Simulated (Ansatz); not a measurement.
GaN built on the wurtzite prototype was relaxed with 4 functionals in Ansatz, cell and atoms free, the symmetry of the start kept (meshes: PBE 12×12×6, r2SCAN 12×12×4, PBEsol 12×12×4, LDA 12×12×4). The values are computed, spin-unpolarised.

The r2SCAN result:
```xyz
4
Lattice="3.1831 0.0000 0.0000 -1.5916 2.7567 0.0000 0.0000 0.0000 5.1836" Properties=species:S:1:pos:R:3 pbc="T T T"
Ga    0.0000    1.8378   -0.0046
Ga    1.5916    0.9189    2.5872
N     0.0000    1.8378    1.9485
N     1.5916    0.9189    4.5403
```

Space group P6_3mc (No. 186), hexagonal; conventional cell a = 3.183 Å, c = 5.184 Å, 11.37 Å³ an atom. Ga has 4 N at 1.95 Å; N has 4 Ga at 1.95 Å.

Question: How does the cell change with PBE?

Answer: a = 3.218 Å, c = 5.243 Å; the volume differs by +3.4 % from r2SCAN's. Ga has 4 N at 1.97–1.98 Å; N has 4 Ga at 1.97–1.98 Å.

Question: How does the cell change with LDA?

Answer: a = 3.152 Å, c = 5.138 Å; the volume differs by -2.8 % from r2SCAN's. Ga is surrounded by 4 N at 1.93 Å; N is surrounded by 4 Ga at 1.93 Å.

Question: Held at the r2SCAN cell, what mean stress do LDA and PBE find, and does its sign point to their own minimum?

Answer: Yes. LDA -5.43 GPa, and its relaxed volume is -2.8 % from r2SCAN's; PBE +6.21 GPa, and its relaxed volume is +3.4 % from r2SCAN's. Compression counts positive, so a positive stress asks for a larger cell.

Question: How do the relaxed cells compare with measured ones?

Answer:
Comparison with experiment:
- Lattice constant a, measured 3.189 Å: PBE 3.218 (+0.9 %), r2SCAN 3.183 (-0.2 %), PBEsol 3.183 (-0.2 %), LDA 3.152 (-1.2 %). Source: 3.189 Å (a, Expt. column of Table I; quoted experimental value; quoted in “Vacancy defect in bulk and at (10-10) surface of GaN: A combined first-principles theoretical and experimental analysis”, 2017, arxiv:1710.05670).
- Lattice constant c, measured 5.186 Å: PBE 5.243 (+1.1 %), r2SCAN 5.184 (0.0 %), PBEsol 5.185 (0.0 %), LDA 5.138 (-0.9 %). Source: 5.186 Å (c, Expt. column of Table I; quoted experimental value; quoted in “Vacancy defect in bulk and at (10-10) surface of GaN: A combined first-principles theoretical and experimental analysis”, 2017, arxiv:1710.05670).
The calculated lattice is static; the measured one holds thermal expansion and zero-point motion. Reports marked as nanostructured, strained, doped, implanted or mixed samples, and transport gaps, were set aside.
